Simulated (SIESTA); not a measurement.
## TaN in SIESTA: the effect of Hubbard term

Crystal: TaN.

```
Ta N
1.0
     0.00000    2.21132    2.21132
     2.21132    0.00000    2.21132
     2.21132    2.21132    0.00000
Ta N
1 1
Cartesian
  2.2113 2.2113 2.2113
  0.0000 0.0000 0.0000
```

The cell comes from a database or a generator and needn't be the stable form of this composition.

Alike in all runs:

* Program: SIESTA 5.4.2
* Task: density of states
* Functional: PBE
* Potentials or basis: PseudoDojo 0.4 standard (PBE files)
* Basis: DZP (energy shift 0.003 Ry; two zetas on semicore shells)
* Grid cutoff: 800 Ry
* Energy shift: 0.003 Ry
* k mesh: 10 × 10 × 10
* Occupations: fermi-dirac, width 0.05 eV
* Spin: no spin polarisation
* Hubbard projector method: 1
* U from the first cycle: yes
* broadening (eV): 0.1 eV
* window from (eV): -25 eV
* window to (eV): 5 eV
* energy points: 301

```csv
Hubbard term,pressure (GPa)
none,5.1
Ta d U = 2 eV,?
Ta d U = 4 eV,7.5
Ta d U = 6 eV,8.9
Ta d U = 8 eV,10.4
```

Question: What does the run with Hubbard term Ta d U = 2 eV give?

Answer: Pressure 6.3 GPa.

Worked out: A parabola through the other rows of the pressure, of slope 0.602 GPa per eV there, gives 6.2 GPa, against the run's 6.3.

Caveats: short orbitals over semicore shells can move pressures by several GPa; the basis of atomic orbitals isn't converged, which shifts pressures, moduli and gaps; U without spin polarisation on a metal has little footing (some runs).
